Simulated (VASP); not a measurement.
# V (P6_3/mmc) in VASP: a series of runs

Runs on V. Level: PBE. Tasks: single point.

Everything below comes from runs of VASP 6.6.1. Logs are shortened: lines on timing, memory, paths and dates and some standing lists are left out, and cuts for length are marked.

### 1 Starting point

It takes space group P6_3/mmc (No. 194, hexagonal). The conventional cell has a = 2.604 Å, b = 2.604 Å, c = 4.723 Å, α = 90.00°, β = 90.00°, γ = 120.00°. V (site symmetry -6m2) has 12 V at 2.60 to 2.80 Å as nearest neighbours.

This isn't the form of V at room conditions, which is bcc.

### 2 Single point, PBE, collinear spin, ferromagnetic start

Input file INCAR:

```
  PREC = Accurate
  ENCUT = 460
  EDIFF = 0.01
  ISMEAR = 0
  SIGMA = 0.1
  LREAL = F
  LASPH = T
  NELM = 100
  ALGO = Normal
  ISIF = 2
  LWAVE = F
  LCHARG = F
  ISPIN = 2
  MAGMOM = 2 2
  LORBIT = 11
  LMAXMIX = 4
  GGA = PE
  ADDGRID = F
```

Input file KPOINTS:

```
Automatic mesh
0
Gamma
  15 15 8
```

Input file POSCAR:

```
V
1.0
    2.6042941027      0.0000000000      0.0000000000
   -1.3021470513      2.2553848518      0.0000000000
    0.0000000000      0.0000000000      4.7233360000
V
2
Direct
    0.3333333333      0.6666666667      0.2500000000
    0.6666666667      0.3333333333      0.7500000000
```

Potentials or basis: VASP PAW PBE potentials, release 64 (V_sv).

The run is started by

```bash
$ cat potpaw_PBE.64/V_sv/POTCAR > POTCAR
$ mpirun -np 1 vasp_std > vasp.out
```

OUTCAR:

```text
PREC = Accurate
   ENCUT = 460
   EDIFF = 0.01
   ISMEAR = 0
   LREAL = F
   LASPH = T
   NELM = 100
   ISIF = 2
   ISPIN = 2
   LORBIT = 11
   GGA = PE

 Found    135 irreducible k-points:

 Following reciprocal coordinates:
            Coordinates               Weight
  0.000000  0.000000  0.000000      1.000000
  0.066667 -0.000000  0.000000      6.000000
  0.133333 -0.000000  0.000000      6.000000
  0.200000 -0.000000  0.000000      6.000000
  0.266667 -0.000000  0.000000      6.000000
  0.333333 -0.000000  0.000000      6.000000
   k-points           NKPTS =    135   k-points in BZ     NKDIM =    135   number of bands    NBANDS=     19
   number of dos      NEDOS =    301   number of ions     NIONS =      2
   total plane-waves  NPLWV =  11664
   dimension x,y,z NGX =    18 NGY =   18 NGZ =   36
   dimension x,y,z NGXF=    36 NGYF=   36 NGZF=   72
   ions per type =               2
   NGX,Y,Z   is equivalent  to a cutoff of  11.49, 11.49, 12.67 a.u.
   NGXF,Y,Z  is equivalent  to a cutoff of  22.98, 22.98, 25.34 a.u.
 SYSTEM =  unknown system
   PREC   = accura    normal or accurate (medium, high low for compatibility)
   ISTART =      0    job   : 0-new  1-cont  2-samecut
   ICHARG =      2    charge: 1-file 2-atom 10-const
   ISPIN  =      2    spin polarized calculation?
   LNONCOLLINEAR =      F non collinear calculations
   LSORBIT =      F    spin-orbit coupling
   LASPH  =      T    aspherical Exc in radial PAW
   ENCUT  =  460.0 eV  33.81 Ry    5.81 a.u.   4.55  4.55  8.26*2*pi/ulx,y,z
   NELM   =    100;   NELMIN=  2; NELMDL= -5     # of ELM steps
   EDIFF  = 0.1E-01   stopping-criterion for ELM
   LREAL  =      F    real-space projection
   EDIFFG = 0.1E+00   stopping-criterion for IOM
   NSW    =      0    number of steps for IOM
   IBRION =     -1    ionic relax: 0-MD 1-quasi-New 2-CG
   NFREE  =      0    steps in history (QN), initial steepest desc. (CG)
   ISIF   =      2    stress and relaxation
   ISYM   =      2    0-nonsym 1-usesym 2-fastsym
   POTIM  = 0.5000    time-step for ionic-motion
   TEBEG  =    0.0;   TEEND  =   0.0 temperature during run
   PSTRESS=    0.0 pullay stress
   NELECT =      26.0000    total number of electrons
   NUPDOWN=      -1.0000    fix difference up-down
   EMIN   =  10.00;   EMAX   =-10.00  energy-range for DOS
   EFERMI =   0.00;   METHOD = LEGACY
   ISMEAR =     0;   SIGMA  =   0.10  broadening in eV -4-tet -1-fermi 0-gaus
   EFERMI_NEDOS =   21; number of points for ismear=-14 and -15
   IALGO  =     38    algorithm
   IMIX   =      4    mixing-type and parameters
     AMIX     =   0.40;   BMIX     =  1.00
     AMIX_MAG =   1.60;   BMIX_MAG =  1.00
  volume/ion in A,a.u.               =      13.87        93.61
  Fermi-wavevector in a.u.,A,eV,Ry     =   1.602062  3.027459 34.920768  2.566604
  Thomas-Fermi vector in A             =   2.698942
   LORBIT       =     11    0 simple, 1 ext, 2 COOP (PROOUT), +10 PAW based schemes
   GGA     = PE    functional components
   LHFCALC =     F    Hartree Fock is set to
   AEXX    =    0.0000 exact exchange contribution
   IVDW    =     0    specifies the selected vdW correction
   LEPSILON=     F    determine dielectric tensor
   LRPA    =     F    only Hartree local field effects (RPA)
 spin polarized calculation
 Gauss-broadening in eV      SIGMA  =   0.10
  energy-cutoff  :      460.00
  volume of cell :       27.74
 maximum number of plane-waves:       646
   NGX =  9   NGY =  9   NGZ = 17

 number of electron      25.9999996 magnetization       0.1140913

 Free energy of the ion-electron system (eV)
  ---------------------------------------------------
  ext. energy  EPLUGINS =         0.00000000
  ---------------------------------------------------
  free energy    TOTEN  =       -17.48486721 eV

  energy without entropy =      -17.46629851  energy(sigma->0) =      -17.47558286

 E-fermi :   9.6941     XC(G=0): -12.7289

 val. band max:        9.6933361860   @ k =   0.3333   0.1333   0.1250
 cond. band min:       9.6996996863   @ k =   0.1333  -0.0000   0.1250
 fundamental gap:      0.0063635003
 Fermi energy:         9.6940781670

 spin component 1

 k-point     1 :       0.0000    0.0000    0.0000
  band No.  band energies     occupation
      1     -54.3557      1.00000
      2     -54.2491      1.00000
      3     -28.4536      1.00000
      4     -27.8224      1.00000
      5     -27.6899      1.00000
      6     -27.6899      1.00000
[... 11 lines left out ...]
     18      11.5086      0.00000
     19      12.5501      0.00000

 k-point     2 :       0.0667   -0.0000    0.0000
  band No.  band energies     occupation
      1     -54.3478      1.00000
      2     -54.2433      1.00000
      3     -28.4419      1.00000
      4     -27.8232      1.00000
      5     -27.7276      1.00000
      6     -27.6999      1.00000
[... 11 lines left out ...]
     18      11.4363      0.00000
     19      12.5709      0.00000

 k-point     3 :       0.1333   -0.0000    0.0000
  band No.  band energies     occupation
      1     -54.3251      1.00000
      2     -54.2267      1.00000
      3     -28.4070      1.00000
      4     -27.8339      1.00000
      5     -27.8253      1.00000
      6     -27.7780      1.00000
[... 11 lines left out ...]
     18      11.2510      0.00000
     19      12.6120      0.00000

 k-point     4 :       0.2000   -0.0000    0.0000
  band No.  band energies     occupation
      1     -54.2913      1.00000
      2     -54.2026      1.00000
      3     -28.3537      1.00000
      4     -27.9908      1.00000
      5     -27.9321      1.00000
      6     -27.8307      1.00000
[... 11 lines left out ...]
     18      11.1947      0.00000
     19      12.6430      0.00000

 k-point     5 :       0.2667   -0.0000    0.0000
  band No.  band energies     occupation
      1     -54.2514      1.00000
      2     -54.1755      1.00000
      3     -28.2877      1.00000
      4     -28.1698      1.00000
      5     -28.1043      1.00000
      6     -27.8416      1.00000
[... 11 lines left out ...]
     18      11.7761      0.00000
     19      12.6534      0.00000

 k-point     6 :       0.3333   -0.0000    0.0000
  band No.  band energies     occupation
      1     -54.2118      1.00000
      2     -54.1507      1.00000
      3     -28.3401      1.00000
      4     -28.2651      1.00000
      5     -28.2171      1.00000
      6     -27.8592      1.00000
[... 11 lines left out ...]
     18      12.3824      0.00000
     19      12.6478      0.00000

 [... further k-points ...]

 spin component 2

 k-point     1 :       0.0000    0.0000    0.0000
  band No.  band energies     occupation
      1     -54.3091      1.00000
      2     -54.2024      1.00000
      3     -28.4134      1.00000
      4     -27.7816      1.00000
      5     -27.6430      1.00000
      6     -27.6430      1.00000
[... 11 lines left out ...]
     18      11.5417      0.00000
     19      12.5840      0.00000

 k-point     2 :       0.0667   -0.0000    0.0000
  band No.  band energies     occupation
      1     -54.3013      1.00000
      2     -54.1966      1.00000
      3     -28.4017      1.00000
      4     -27.7823      1.00000
      5     -27.6807      1.00000
      6     -27.6530      1.00000
[... 11 lines left out ...]
     18      11.4693      0.00000
     19      12.6049      0.00000

 k-point     3 :       0.1333   -0.0000    0.0000
  band No.  band energies     occupation
      1     -54.2786      1.00000
      2     -54.1800      1.00000
      3     -28.3668      1.00000
      4     -27.7870      1.00000
      5     -27.7844      1.00000
      6     -27.7310      1.00000
[... 11 lines left out ...]
     18      11.2839      0.00000
     19      12.6461      0.00000

 k-point     4 :       0.2000   -0.0000    0.0000
  band No.  band energies     occupation
      1     -54.2447      1.00000
      2     -54.1560      1.00000
      3     -28.3134      1.00000
      4     -27.9440      1.00000
      5     -27.8852      1.00000
      6     -27.7899      1.00000
[... 11 lines left out ...]
     18      11.2418      0.00000
     19      12.6771      0.00000

 k-point     5 :       0.2667   -0.0000    0.0000
  band No.  band energies     occupation
      1     -54.2048      1.00000
      2     -54.1288      1.00000
      3     -28.2473      1.00000
      4     -28.1230      1.00000
      5     -28.0574      1.00000
      6     -27.8008      1.00000
[... 11 lines left out ...]
     18      11.8232      0.00000
     19      12.6875      0.00000

 k-point     6 :       0.3333   -0.0000    0.0000
  band No.  band energies     occupation
      1     -54.1652      1.00000
      2     -54.1040      1.00000
      3     -28.2934      1.00000
      4     -28.2183      1.00000
      5     -28.1767      1.00000
      6     -27.8184      1.00000
[... 11 lines left out ...]
     18      12.4295      0.00000
     19      12.6820      0.00000

 [... further k-points ...]

------------------------ aborting loop because EDIFF is reached ----------------------------------------

  FORCE on cell =-STRESS in cart. coord.  units (eV):
  Direction    XX          YY          ZZ          XY          YZ          ZX
  --------------------------------------------------------------------------------------
  -------------------------------------------------------------------------------------
  Total       -0.1039194     -0.1039194     -0.4162556     -0.0000000     -0.0000000      0.0000000
  in kB       -6.0013318     -6.0013318    -24.0387087     -0.0000000     -0.0000000      0.0000000
  external PRESSURE =     -12.0137908 kB  Pullay stress =       0.0000000 kB

 VOLUME and BASIS-vectors are now :
 -----------------------------------------------------------------------------
  energy-cutoff  :      460.00
  volume of cell :       27.74
      direct lattice vectors                 reciprocal lattice vectors
     2.604294103  0.000000000  0.000000000     0.383981210  0.221691655  0.000000000
    -1.302147051  2.255384852  0.000000000     0.000000000  0.443383310  0.000000000
     0.000000000  0.000000000  4.723336000     0.000000000  0.000000000  0.211714771

 POSITION                                       TOTAL-FORCE (eV/Angst)
 -----------------------------------------------------------------------------------
     -0.00000      1.50359      1.18083         0.000000      0.000000      0.000000
      1.30215      0.75179      3.54250        -0.000000     -0.000000      0.000000
 -----------------------------------------------------------------------------------
    total drift:                                0.000000     -0.000000      0.000000

  FREE ENERGIE OF THE ION-ELECTRON SYSTEM (eV)
  ---------------------------------------------------
  free  energy   TOTEN  =       -17.4848672149 eV

  energy  without entropy=      -17.4662985085  energy(sigma->0) =      -17.47558286

 total charge

# of ion       s       p       d       tot
------------------------------------------
    1        2.343   6.210   3.075  11.628
    2        2.343   6.210   3.075  11.628
--------------------------------------------------
tot          4.686  12.420   6.150  23.256

 magnetization (x)

# of ion       s       p       d       tot
------------------------------------------
    1        0.000   0.002   0.031   0.033
    2        0.000   0.002   0.031   0.033
--------------------------------------------------
tot          0.001   0.004   0.061   0.066
```

Wall time 42 s (1 thread of Intel Xeon Platinum 8488C (Sapphire Rapids), shared host); peak memory 0.2 GiB.

The run converged, but some of its settings lie outside the range that counts as converged, so its numbers aren't taken as properties of the crystal.

What came out:

```
Free energy                                           : -17.4849 eV
Pressure                                              : -1.2 GPa
Band gap on the k mesh                                : none (metal or under the smearing width)
Net moment                                            : 0.11 μB per cell
Site moments                                          : V +0.03 μB
Valence electrons inside the program's atomic spheres : V 11.63
```

### 3 Single point, PBE, collinear spin, ferromagnetic start

INCAR is that of step 2.

KPOINTS is that of step 2.

Input file POSCAR:

```
V
1.0
    2.6042941027      0.0000000000      0.0000000000
   -1.3021470513      2.2553848518      0.0000000000
    0.0000000000      0.0000000000      4.7233360000
V
2
Direct
    0.3610050000      0.6924900000      0.2406650000
    0.6997010000      0.3498080000      0.7667620000
```

Potentials or basis: VASP PAW PBE potentials, release 64 (V_sv).

The run is started by

```bash
$ cat potpaw_PBE.64/V_sv/POTCAR > POTCAR
$ mpirun -np 1 vasp_std > vasp.out
```

Wall time 4.7 min (1 thread of Intel Xeon Platinum 8488C (Sapphire Rapids), shared host); peak memory 0.59 GiB.

These settings aren't checked as converged: the numbers below hold their error.

Results:

| Quantity | Value |
| --- | --- |
| Free energy | -17.4132 eV |
| Pressure | 0.4 GPa |
| Largest force | 1.176 eV/Å |
| Band gap on the k mesh | none (metal or under the smearing width) |
| Net moment | 0.11 μB per cell |
| Site moments | V +0.03 μB |
| Valence electrons inside the program's atomic spheres | V 11.64 |

### 4 Single point, PBE, collinear spin, ferromagnetic start

INCAR: that of step 3 with these lines changed.

```diff
@@ -2,3 +2,3 @@
   ENCUT = 460
-  EDIFF = 0.01
+  EDIFF = 0.001
   ISMEAR = 0
```

KPOINTS is that of step 3.

Input file POSCAR:

```
V
1.0
    2.6042941027      0.0000000000      0.0000000000
   -1.3021470513      2.2553848518      0.0000000000
    0.0000000000      0.0000000000      4.7233360000
V
2
Direct
    0.3333333333      0.6666666667      0.2500000000
    0.6666666667      0.3333333333      0.7500000000
```

The run is started by

```bash
$ cat potpaw_PBE.64/V_sv/POTCAR > POTCAR
$ mpirun -np 1 vasp_std > vasp.out
```

It took 52 s on 1 thread of Intel Xeon Platinum 8488C (Sapphire Rapids), shared host; peak memory 0.19 GiB.

The run converged, but some of its settings lie outside the range that counts as converged, so its numbers aren't taken as properties of the crystal.

What came out:

```
Free energy                                           : -17.4853 eV
Pressure                                              : -1.0 GPa
Band gap on the k mesh                                : none (metal or under the smearing width)
Net moment                                            : 0.08 μB per cell
Site moments                                          : V +0.02 μB
Valence electrons inside the program's atomic spheres : V 11.63
```

### 5 Single point, PBE, collinear spin, ferromagnetic start

INCAR is that of step 4.

KPOINTS is that of step 4.

Input file POSCAR:

```
V
1.0
    2.6042941027      0.0000000000      0.0000000000
   -1.3021470513      2.2553848518      0.0000000000
    0.0000000000      0.0000000000      4.7233360000
V
2
Direct
    0.3610050000      0.6924900000      0.2406650000
    0.6997010000      0.3498080000      0.7667620000
```

Potentials or basis: VASP PAW PBE potentials, release 64 (V_sv).

The run is started by

```bash
$ cat potpaw_PBE.64/V_sv/POTCAR > POTCAR
$ mpirun -np 1 vasp_std > vasp.out
```

OUTCAR:

```text
PREC = Accurate
   ENCUT = 460
   EDIFF = 0.001
   ISMEAR = 0
   LREAL = F
   LASPH = T
   NELM = 100
   ISIF = 2
   ISPIN = 2
   LORBIT = 11
   GGA = PE

 Found    901 irreducible k-points:

 Following reciprocal coordinates:
            Coordinates               Weight
  0.000000  0.000000  0.000000      1.000000
  0.066667 -0.000000  0.000000      2.000000
  0.000000  0.066667  0.000000      2.000000
 -0.066667  0.066667  0.000000      2.000000
  0.133333 -0.000000  0.000000      2.000000
  0.000000  0.133333  0.000000      2.000000
   k-points           NKPTS =    901   k-points in BZ     NKDIM =    901   number of bands    NBANDS=     19
   number of dos      NEDOS =    301   number of ions     NIONS =      2
   total plane-waves  NPLWV =  11664
   dimension x,y,z NGX =    18 NGY =   18 NGZ =   36
   dimension x,y,z NGXF=    36 NGYF=   36 NGZF=   72
   ions per type =               2
   NGX,Y,Z   is equivalent  to a cutoff of  11.49, 11.49, 12.67 a.u.
   NGXF,Y,Z  is equivalent  to a cutoff of  22.98, 22.98, 25.34 a.u.
 SYSTEM =  unknown system
   PREC   = accura    normal or accurate (medium, high low for compatibility)
   ISTART =      0    job   : 0-new  1-cont  2-samecut
[... 203 lines left out ...]
      1     -54.3177      1.00000
      2     -54.2001      1.00000
      3     -28.4305      1.00000
      4     -27.7698      1.00000
      5     -27.6515      1.00000
      6     -27.6487      1.00000
[... 109 lines left out ...]
      6     -27.7282      1.00000
[... 11 lines left out ...]
     18      11.3236      0.00000
     19      12.6483      0.00000

 [... further k-points ...]
[... 5 lines left out ...]
  --------------------------------------------------------------------------------------
  -------------------------------------------------------------------------------------
  Total       -0.0375084      0.1358436     -0.0220858      0.1063597      0.0416717     -0.0522943
  in kB       -2.1661082      7.8449527     -1.2754549      6.1422623      2.4065335     -3.0199895
  external PRESSURE =       1.4677966 kB  Pullay stress =       0.0000000 kB

 VOLUME and BASIS-vectors are now :
 -----------------------------------------------------------------------------
  energy-cutoff  :      460.00
  volume of cell :       27.74
      direct lattice vectors                 reciprocal lattice vectors
     2.604294103  0.000000000  0.000000000     0.383981210  0.221691655  0.000000000
    -1.302147051  2.255384852  0.000000000     0.000000000  0.443383310  0.000000000
     0.000000000  0.000000000  4.723336000     0.000000000  0.000000000  0.211714771

 POSITION                                       TOTAL-FORCE (eV/Angst)
 -----------------------------------------------------------------------------------
      0.03844      1.56183      1.13674        -0.039810      0.029326      1.186064
      1.36673      0.78895      3.62167         0.039810     -0.029326     -1.186064
 -----------------------------------------------------------------------------------
    total drift:                                0.000035     -0.000007      0.000120

  FREE ENERGIE OF THE ION-ELECTRON SYSTEM (eV)
  ---------------------------------------------------
  free  energy   TOTEN  =       -17.4136248129 eV

  energy  without entropy=      -17.3955725759  energy(sigma->0) =      -17.40459869

 total charge

# of ion       s       p       d       tot
------------------------------------------
    1        2.345   6.211   3.082  11.639
    2        2.345   6.211   3.082  11.639
--------------------------------------------------
tot          4.691  12.422   6.165  23.278

 magnetization (x)

# of ion       s       p       d       tot
------------------------------------------
    1        0.000   0.001   0.017   0.018
    2        0.000   0.001   0.017   0.018
--------------------------------------------------
tot          0.000   0.002   0.034   0.036
```

Wall time 6.2 min (1 thread of Intel Xeon Platinum 8488C (Sapphire Rapids), shared host); peak memory 0.6 GiB.

The run converged, but some of its settings lie outside the range that counts as converged, so its numbers aren't taken as properties of the crystal.

What came out:

* Free energy: -17.4136 eV
* Pressure: 0.1 GPa
* Largest force: 1.187 eV/Å
* Band gap on the k mesh: none (metal or under the smearing width)
* Net moment: 0.06 μB per cell
* Valence electrons inside the program's atomic spheres: V 11.64

### 6 For comparison

An earlier run on the cell as given: functional PBE; potentials or basis VASP PAW PBE potentials, release 64 (V_sv); cutoff 520 eV; k mesh 12 × 12 × 6; occupations fermi-dirac, width 0.05 eV; collinear spin, ferromagnetic start; starting moments [2.0, 2.0] μB.

- Pressure: -0.3 GPa
- Band gap on the k mesh: none (metal or under the smearing width)
- Net moment: 0.00 μB per cell
- Valence electrons inside the program's atomic spheres: V 11.63
